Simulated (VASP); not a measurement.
# Zr6C5 in VASP: further runs, part 2 of 2

VASP 6.6.1. Earlier steps stand in the parts before.

**5. Single point, PBE**

This run uses another cell than the first one, of 20.50 Å³/atom, 1.093 times its volume.

Contents of INCAR:

```
PREC     = Accurate       # precision mode
ENCUT    = 460            # plane-wave cutoff, eV
EDIFF    = 1E-7           # SCF threshold, eV
ISMEAR   = 1              # smearing method
SIGMA    = 0.1            # smearing width, eV
LREAL    = False          # projectors in reciprocal space
LASPH    = True           # aspherical terms in the spheres
NELM     = 120            # most SCF steps
ALGO     = Normal         # electronic algorithm
ISIF     = 2              # what is computed and relaxed
LWAVE    = False          # write WAVECAR
LCHARG   = False          # write CHGCAR
LDIPOL   = True         
IDIPOL   = 3            
DIPOL    = 0.5 0.5 0.500
GGA      = PE             # functional
NBANDS   = 65             # bands
LVHAR    = True         
LVACPOTAV= True
```

Contents of KPOINTS:

```
regular mesh
0
Gamma
  9 9 1
```

Contents of POSCAR:

```
Zr6C5
1.0
    3.3236988564      0.0000000000      0.0000000000
   -1.6618494282      2.8784076442      0.0000000000
    0.0000000000      0.0000000000     23.5689437615
Zr C
6 5
Direct
    0.3333333333      0.6666666667      0.2121435755
    0.0000000000      0.0000000000      0.3272861453
    0.6666666667      0.3333333333      0.4424287151
    0.3333333333      0.6666666667      0.5575712849
    0.0000000000      0.0000000000      0.6727138547
    0.6666666667      0.3333333333      0.7878564245
    0.6666666667      0.3333333333      0.2697148604
    0.3333333333      0.6666666667      0.3848574302
    0.0000000000      0.0000000000      0.5000000000
    0.6666666667      0.3333333333      0.6151425698
    0.3333333333      0.6666666667      0.7302851396
```

Potentials or basis: VASP PAW PBE potentials, release 64 (Zr_sv, C).

Run with:

```bash
cat potpaw_PBE.64/Zr_sv/POTCAR potpaw_PBE.64/C/POTCAR > POTCAR
mpirun -np 1 vasp_std > vasp.out
```

OUTCAR:

```text
PREC = Accurate
   ENCUT = 460
   EDIFF = 1E-7
   ISMEAR = 1
   LREAL = False
   LASPH = True
   NELM = 120
   ISIF = 2
   GGA = PE

 Found     12 irreducible k-points:

 Following reciprocal coordinates:
            Coordinates               Weight
  0.000000  0.000000  0.000000      1.000000
  0.111111 -0.000000  0.000000      6.000000
  0.222222 -0.000000  0.000000      6.000000
  0.333333  0.000000  0.000000      6.000000
  0.444444 -0.000000  0.000000      6.000000
  0.111111  0.111111  0.000000      6.000000
   k-points           NKPTS =     12   k-points in BZ     NKDIM =     12   number of bands    NBANDS=     65
   number of dos      NEDOS =    301   number of ions     NIONS =     11
   total plane-waves  NPLWV =  96768
   dimension x,y,z NGX =    24 NGY =   24 NGZ =  168
   dimension x,y,z NGXF=    48 NGYF=   48 NGZF=  336
   ions per type =               6   5
   NGX,Y,Z   is equivalent  to a cutoff of  12.00, 12.00, 11.85 a.u.
   NGXF,Y,Z  is equivalent  to a cutoff of  24.01, 24.01, 23.70 a.u.
 SYSTEM =  unknown system
   PREC   = accura    normal or accurate (medium, high low for compatibility)
   ISTART =      0    job   : 0-new  1-cont  2-samecut
   ICHARG =      2    charge: 1-file 2-atom 10-const
   ISPIN  =      1    spin polarized calculation?
   LNONCOLLINEAR =      F non collinear calculations
   LSORBIT =      F    spin-orbit coupling
   LASPH  =      T    aspherical Exc in radial PAW
   ENCUT  =  460.0 eV  33.81 Ry    5.81 a.u.   5.81  5.81 41.22*2*pi/ulx,y,z
   NELM   =    120;   NELMIN=  2; NELMDL= -5     # of ELM steps
   EDIFF  = 0.1E-06   stopping-criterion for ELM
   LREAL  =      F    real-space projection
   EDIFFG = 0.1E-05   stopping-criterion for IOM
   NSW    =      0    number of steps for IOM
   IBRION =     -1    ionic relax: 0-MD 1-quasi-New 2-CG
   NFREE  =      0    steps in history (QN), initial steepest desc. (CG)
   ISIF   =      2    stress and relaxation
   ISYM   =      2    0-nonsym 1-usesym 2-fastsym
   POTIM  = 0.5000    time-step for ionic-motion
   TEBEG  =    0.0;   TEEND  =   0.0 temperature during run
   PSTRESS=    0.0 pullay stress
   NELECT =      92.0000    total number of electrons
   NUPDOWN=      -1.0000    fix difference up-down
   EMIN   =  10.00;   EMAX   =-10.00  energy-range for DOS
   EFERMI =   0.00;   METHOD = LEGACY
   ISMEAR =     1;   SIGMA  =   0.10  broadening in eV -4-tet -1-fermi 0-gaus
   EFERMI_NEDOS =   21; number of points for ismear=-14 and -15
   IALGO  =     38    algorithm
   IMIX   =      4    mixing-type and parameters
     AMIX     =   0.40;   BMIX     =  1.00
     AMIX_MAG =   1.60;   BMIX_MAG =  1.00
  volume/ion in A,a.u.               =      20.50       138.33
  Fermi-wavevector in a.u.,A,eV,Ry     =   1.214226  2.294554 20.059668  1.474344
  Thomas-Fermi vector in A             =   2.349652
   LORBIT       =      0    0 simple, 1 ext, 2 COOP (PROOUT), +10 PAW based schemes
   GGA     = PE    functional components
   LHFCALC =     F    Hartree Fock is set to
   AEXX    =    0.0000 exact exchange contribution
   IVDW    =     0    specifies the selected vdW correction
   LEPSILON=     F    determine dielectric tensor
   LRPA    =     F    only Hartree local field effects (RPA)
 non-spin polarized calculation
 Methfessel and Paxton  Order N= 1 SIGMA  =   0.10
  energy-cutoff  :      460.00
  volume of cell :      225.48
 maximum number of plane-waves:      5080
 NGX is ok and might be reduce to    24
   NGX = 11   NGY = 11   NGZ = 83

 number of electron      91.9999995 magnetization

 dipolmoment           0.000000      0.000000     -0.000000 electrons x Angstroem

 Free energy of the ion-electron system (eV)
  ---------------------------------------------------
  ext. energy  EPLUGINS =         0.00000000
  ---------------------------------------------------
  free energy    TOTEN  =      -103.76258194 eV

  energy without entropy =     -103.76596527  energy(sigma->0) =     -103.76370972

 E-fermi :   5.3170     XC(G=0):  -8.9915

 val. band max:        5.2890625459   @ k =   0.0000   0.0000   0.0000
 cond. band min:       5.3237128217   @ k =   0.3333   0.1111   0.0000
 fundamental gap:      0.0346502758
 Fermi energy:         5.3170005311

 k-point     1 :       0.0000    0.0000    0.0000
  band No.  band energies     occupation
      1     -43.7385      2.00000
      2     -43.7384      2.00000
      3     -42.8215      2.00000
      4     -42.8171      2.00000
      5     -42.7500      2.00000
      6     -42.7037      2.00000
[... 50 lines left out ...]
     57       7.9065      0.00000
     58       7.9532      0.00000

 k-point     2 :       0.1111   -0.0000    0.0000
  band No.  band energies     occupation
      1     -43.7312      2.00000
      2     -43.7312      2.00000
      3     -42.8126      2.00000
      4     -42.8088      2.00000
      5     -42.7419      2.00000
      6     -42.6977      2.00000
[... 50 lines left out ...]
     57       8.0904      0.00000
     58       8.2375      0.00000

 k-point     3 :       0.2222   -0.0000    0.0000
  band No.  band energies     occupation
      1     -43.7129      2.00000
      2     -43.7129      2.00000
      3     -42.7900      2.00000
      4     -42.7876      2.00000
      5     -42.7210      2.00000
      6     -42.6830      2.00000
[... 50 lines left out ...]
     57       8.2627      0.00000
     58       8.6087      0.00000

 k-point     4 :       0.3333    0.0000    0.0000
  band No.  band energies     occupation
      1     -43.6920      2.00000
      2     -43.6920      2.00000
      3     -42.7642      2.00000
      4     -42.7632      2.00000
      5     -42.6958      2.00000
      6     -42.6675      2.00000
[... 50 lines left out ...]
     57       8.8853      0.00000
     58       8.9286      0.00000

 k-point     5 :       0.4444   -0.0000    0.0000
  band No.  band energies     occupation
      1     -43.6783      2.00000
      2     -43.6783      2.00000
      3     -42.7473      2.00000
      4     -42.7471      2.00000
      5     -42.6776      2.00000
      6     -42.6592      2.00000
[... 50 lines left out ...]
     57       9.4669      0.00000
     58       9.5669      0.00000

 k-point     6 :       0.1111    0.1111    0.0000
  band No.  band energies     occupation
      1     -43.7185      2.00000
      2     -43.7185      2.00000
      3     -42.7968      2.00000
      4     -42.7940      2.00000
      5     -42.7274      2.00000
      6     -42.6874      2.00000
[... 50 lines left out ...]
     57       8.3453      0.00000
     58       8.6734      0.00000

 [... further k-points ...]

 [bands above 58 left out]

------------------------ aborting loop because EDIFF is reached ----------------------------------------

  FORCE on cell =-STRESS in cart. coord.  units (eV):
  Direction    XX          YY          ZZ          XY          YZ          ZX
  --------------------------------------------------------------------------------------
  -------------------------------------------------------------------------------------
  Total       -1.5489814     -1.5489814     -5.0616928      0.0000000     -0.0000000     -0.0000000
  in kB      -11.0063344    -11.0063344    -35.9660118      0.0000000     -0.0000000     -0.0000000
  external PRESSURE =     -19.3262269 kB  Pullay stress =       0.0000000 kB

 VOLUME and BASIS-vectors are now :
 -----------------------------------------------------------------------------
  energy-cutoff  :      460.00
  volume of cell :      225.48
      direct lattice vectors                 reciprocal lattice vectors
     3.323698856  0.000000000  0.000000000     0.300869616  0.173707154  0.000000000
    -1.661849428  2.878407644  0.000000000     0.000000000  0.347414308  0.000000000
     0.000000000  0.000000000 23.568943762     0.000000000  0.000000000  0.042428715

 POSITION                                       TOTAL-FORCE (eV/Angst)
 -----------------------------------------------------------------------------------
     -0.00000      1.91894      5.00000        -0.000000     -0.000000      1.572330
      0.00000      0.00000      7.71379        -0.000000      0.000000      0.438667
      1.66185      0.95947     10.42758         0.000000     -0.000000     -0.014942
     -0.00000      1.91894     13.14137        -0.000000      0.000000      0.014942
      0.00000      0.00000     15.85516        -0.000000      0.000000     -0.438667
      1.66185      0.95947     18.56894         0.000000      0.000000     -1.572330
      1.66185      0.95947      6.35689         0.000000      0.000000     -1.738414
     -0.00000      1.91894      9.07068        -0.000000     -0.000000     -0.193082
      0.00000      0.00000     11.78447        -0.000000      0.000000      0.000000
      1.66185      0.95947     14.49826         0.000000      0.000000      0.193082
     -0.00000      1.91894     17.21205        -0.000000     -0.000000      1.738414
 -----------------------------------------------------------------------------------
    total drift:                                0.000000      0.000000      0.000000

  FREE ENERGIE OF THE ION-ELECTRON SYSTEM (eV)
  ---------------------------------------------------
  free  energy   TOTEN  =      -103.7625819419 eV

  energy  without entropy=     -103.7659652673  energy(sigma->0) =     -103.76370972
```

Run time: 1.8 min. Hardware: 1 thread of Intel Xeon 6975P-C (Granite Rapids), shared host; peak memory 0.34 GiB.

These settings aren't checked as converged: the numbers below hold their error.

Results:

```
Free energy            : -103.7626 eV
Largest force          : 1.738 eV/Å
Band gap on the k mesh : none (metal or under the smearing width)
```

Caveat: the cutoff is under 1.25 times the usual one of these potentials, so pressure, stress and relaxed cells hold a basis-set (Pulay) error.

**6. Single point, PBE**

This run uses another cell than the first one, of 22.24 Å³/atom, 1.185 times its volume.

INCAR is that of step 5.

KPOINTS is that of step 5.

Contents of POSCAR:

```
Zr6C5
1.0
    3.3236988564      0.0000000000      0.0000000000
   -1.6618494282      2.8784076442      0.0000000000
    0.0000000000      0.0000000000     25.5689437615
Zr C
6 5
Direct
    0.3333333333      0.6666666667      0.2346596737
    0.0000000000      0.0000000000      0.3407958042
    0.6666666667      0.3333333333      0.4469319347
    0.3333333333      0.6666666667      0.5530680653
    0.0000000000      0.0000000000      0.6592041958
    0.6666666667      0.3333333333      0.7653403263
    0.6666666667      0.3333333333      0.2877277390
    0.3333333333      0.6666666667      0.3938638695
    0.0000000000      0.0000000000      0.5000000000
    0.6666666667      0.3333333333      0.6061361305
    0.3333333333      0.6666666667      0.7122722610
```

Potentials or basis: VASP PAW PBE potentials, release 64 (Zr_sv, C).

Run with:

```bash
cat potpaw_PBE.64/Zr_sv/POTCAR potpaw_PBE.64/C/POTCAR > POTCAR
mpirun -np 1 vasp_std > vasp.out
```

OUTCAR:

```text
PREC = Accurate
   ENCUT = 460
   EDIFF = 1E-7
   ISMEAR = 1
   LREAL = False
   LASPH = True
   NELM = 120
   ISIF = 2
   GGA = PE

 Found     12 irreducible k-points:

 Following reciprocal coordinates:
            Coordinates               Weight
  0.000000  0.000000  0.000000      1.000000
  0.111111 -0.000000  0.000000      6.000000
  0.222222  0.000000  0.000000      6.000000
  0.333333 -0.000000  0.000000      6.000000
  0.444444  0.000000  0.000000      6.000000
  0.111111  0.111111  0.000000      6.000000
   k-points           NKPTS =     12   k-points in BZ     NKDIM =     12   number of bands    NBANDS=     65
   number of dos      NEDOS =    301   number of ions     NIONS =     11
   total plane-waves  NPLWV = 103680
   dimension x,y,z NGX =    24 NGY =   24 NGZ =  180
   dimension x,y,z NGXF=    48 NGYF=   48 NGZF=  360
   ions per type =               6   5
   NGX,Y,Z   is equivalent  to a cutoff of  12.00, 12.00, 11.70 a.u.
   NGXF,Y,Z  is equivalent  to a cutoff of  24.01, 24.01, 23.41 a.u.
 SYSTEM =  unknown system
   PREC   = accura    normal or accurate (medium, high low for compatibility)
   ISTART =      0    job   : 0-new  1-cont  2-samecut
   ICHARG =      2    charge: 1-file 2-atom 10-const
   ISPIN  =      1    spin polarized calculation?
   LNONCOLLINEAR =      F non collinear calculations
   LSORBIT =      F    spin-orbit coupling
   LASPH  =      T    aspherical Exc in radial PAW
   ENCUT  =  460.0 eV  33.81 Ry    5.81 a.u.   5.81  5.81 44.71*2*pi/ulx,y,z
   NELM   =    120;   NELMIN=  2; NELMDL= -5     # of ELM steps
   EDIFF  = 0.1E-06   stopping-criterion for ELM
   LREAL  =      F    real-space projection
   EDIFFG = 0.1E-05   stopping-criterion for IOM
   NSW    =      0    number of steps for IOM
   IBRION =     -1    ionic relax: 0-MD 1-quasi-New 2-CG
   NFREE  =      0    steps in history (QN), initial steepest desc. (CG)
   ISIF   =      2    stress and relaxation
   ISYM   =      2    0-nonsym 1-usesym 2-fastsym
   POTIM  = 0.5000    time-step for ionic-motion
   TEBEG  =    0.0;   TEEND  =   0.0 temperature during run
   PSTRESS=    0.0 pullay stress
   NELECT =      92.0000    total number of electrons
   NUPDOWN=      -1.0000    fix difference up-down
   EMIN   =  10.00;   EMAX   =-10.00  energy-range for DOS
   EFERMI =   0.00;   METHOD = LEGACY
[... 30 lines left out ...]
 Free energy of the ion-electron system (eV)
  ---------------------------------------------------
  ext. energy  EPLUGINS =         0.00000000
  ---------------------------------------------------
  free energy    TOTEN  =      -103.76386593 eV

  energy without entropy =     -103.76722352  energy(sigma->0) =     -103.76498513

 E-fermi :   4.5575     XC(G=0):  -8.3373

 val. band max:        4.5295100314   @ k =   0.0000   0.0000   0.0000
 cond. band min:       4.5641762863   @ k =   0.3333   0.1111   0.0000
 fundamental gap:      0.0346662549
 Fermi energy:         4.5575436050

 k-point     1 :       0.0000    0.0000    0.0000
  band No.  band energies     occupation
      1     -44.4979      2.00000
      2     -44.4979      2.00000
      3     -43.5811      2.00000
      4     -43.5767      2.00000
      5     -43.5095      2.00000
      6     -43.4632      2.00000
[... 355 lines left out ...]
     57       7.5843      0.00000
     58       7.9099      0.00000

 [... further k-points ...]

 [bands above 58 left out]

------------------------ aborting loop because EDIFF is reached ----------------------------------------

  FORCE on cell =-STRESS in cart. coord.  units (eV):
  Direction    XX          YY          ZZ          XY          YZ          ZX
  --------------------------------------------------------------------------------------
  -------------------------------------------------------------------------------------
  Total       -1.5532530     -1.5532530     -5.0620654      0.0000000      0.0000000      0.0000000
  in kB      -10.1733977    -10.1733977    -33.1551945      0.0000000      0.0000000      0.0000000
  external PRESSURE =     -17.8339966 kB  Pullay stress =       0.0000000 kB

 VOLUME and BASIS-vectors are now :
 -----------------------------------------------------------------------------
  energy-cutoff  :      460.00
  volume of cell :      244.62
      direct lattice vectors                 reciprocal lattice vectors
     3.323698856  0.000000000  0.000000000     0.300869616  0.173707154  0.000000000
    -1.661849428  2.878407644  0.000000000     0.000000000  0.347414308  0.000000000
     0.000000000  0.000000000 25.568943762     0.000000000  0.000000000  0.039109946

 POSITION                                       TOTAL-FORCE (eV/Angst)
 -----------------------------------------------------------------------------------
     -0.00000      1.91894      6.00000         0.000000     -0.000000      1.572805
      0.00000      0.00000      8.71379        -0.000000      0.000000      0.438176
      1.66185      0.95947     11.42758        -0.000000      0.000000     -0.015274
     -0.00000      1.91894     14.14137         0.000000     -0.000000      0.015274
      0.00000      0.00000     16.85516        -0.000000     -0.000000     -0.438176
      1.66185      0.95947     19.56894        -0.000000      0.000000     -1.572805
      1.66185      0.95947      7.35689         0.000000      0.000000     -1.738367
     -0.00000      1.91894     10.07068        -0.000000     -0.000000     -0.192862
      0.00000      0.00000     12.78447        -0.000000      0.000000     -0.000000
      1.66185      0.95947     15.49826         0.000000      0.000000      0.192862
     -0.00000      1.91894     18.21205        -0.000000      0.000000      1.738367
 -----------------------------------------------------------------------------------
    total drift:                                0.000000     -0.000000      0.000000

  FREE ENERGIE OF THE ION-ELECTRON SYSTEM (eV)
  ---------------------------------------------------
  free  energy   TOTEN  =      -103.7638659315 eV

  energy  without entropy=     -103.7672235171  energy(sigma->0) =     -103.76498513

 vacuum level on the upper side and lower side of the slab         8.930         8.930
```

stdout:

```text
POSCAR found type information on POSCAR ZrC
 POSCAR found :  2 types and      11 ions
 scaLAPACK will be used
 LDA part: xc-table for (Slater+PW92), standard interpolation
 POSCAR, INCAR and KPOINTS ok, starting setup
 FFT: planning ... GRIDC
 FFT: planning ... GRID_SOFT
 FFT: planning ... GRID
 WAVECAR not read
 entering main loop
 -----------------------------------------------------------------------------
|                                                                             |
|           W    W    AA    RRRRR   N    N  II  N    N   GGGG   !!!           |
|           W    W   A  A   R    R  NN   N  II  NN   N  G    G  !!!           |
|           W    W  A    A  R    R  N N  N  II  N N  N  G       !!!           |
|           W WW W  AAAAAA  RRRRR   N  N N  II  N  N N  G  GGG   !            |
|           WW  WW  A    A  R   R   N   NN  II  N   NN  G    G                |
|           W    W  A    A  R    R  N    N  II  N    N   GGGG   !!!           |
|                                                                             |
|     Did not find any points to average over, which means that no vacuum     |
|     field-free region was found. Please increase the size of  your cell     |
|     in the dimension of the dipole correction to obtain accurate            |
|     workfunction values.                                                    |
|                                                                             |
 -----------------------------------------------------------------------------
```

It took 2 min on 1 thread of Intel Xeon 6975P-C (Granite Rapids), shared host; peak memory 0.36 GiB.

The run converged, but some of its settings lie outside the range that counts as converged, so its numbers aren't taken as properties of the slab.

What came out:

* Free energy: -103.7639 eV
* Largest force: 1.738 eV/Å
* Band gap on the k mesh: none (metal or under the smearing width)
* Work function of the upper face: 4.37 eV
* Work function of the lower face: 4.37 eV

Caveat: the cutoff is under 1.25 times the usual one of these potentials, so pressure, stress and relaxed cells hold a basis-set (Pulay) error.
